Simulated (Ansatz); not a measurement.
# CsI under changes of volume

One of the cells (47.619 Å³/atom); the others are scaled copies at fixed shape and fractional positions:

```xyz
2
Lattice="4.5667 0.0000 0.0000 0.0000 4.5667 0.0000 0.0000 0.0000 4.5667" Properties=species:S:1:pos:R:3 pbc="T T T"
Cs    0.0000    0.0000    0.0000
I     2.2833    2.2833    2.2833
```

| Quantity | Value |
| --- | --- |
| Program | Ansatz 0.2.0 |
| Functional | PBE |
| Dispersion | D3(BJ) |
| Potentials or basis | Ansatz PAW |
| Cutoff | 420 eV (not typed: the program's choice for these potentials) |
| k mesh | 6 × 6 × 6 |
| Occupations | fermi-dirac, width 0.05 eV |
| Spin | no spin polarisation |

| volume (Å³/atom) | energy over the lowest point (meV/atom) | pressure (GPa) | gap on the mesh (eV) |
| --- | --- | --- | --- |
| 44.762 | 6.42 | 0.8 | 4.10 |
| 45.714 | 2.54 | 0.5 | 4.03 |
| 46.666 | 0.47 | 0.2 | 3.96 |
| 47.619 | 0.00 | 0.0 | 3.89 |
| 48.571 | 0.95 | -0.3 | 3.82 |
| 49.523 | ? | ? | ? |
| 50.476 | 6.48 | -0.6 | 3.71 |

**Question.** What does the run at 49.523 Å³/atom give?

**Answer.** Energy over the lowest point 3.16 meV/atom; pressure -0.5 GPa; gap on the mesh 3.76 eV.

Worked out: A Birch-Murnaghan fit of order 3 (a polynomial in V^(-2/3)) to the other rows has its minimum at 47.44 Å³/atom with B0 = V·E''(V) = 12.2 GPa and B' = 5.0. It gives 3.16 meV/atom at 49.523 Å³/atom, against the run's 3.16, and -dE/dV = -0.5 GPa, against -0.5. A straight line through the other rows of the gap, of slope -3.28 eV per unit of ln V, gives 3.77 eV, against the run's 3.76.

Energies are extrapolated to zero smearing.

Caveats: spin-orbit coupling is left out, which moves the levels of the heavy elements.

A mesh can miss the band edges.
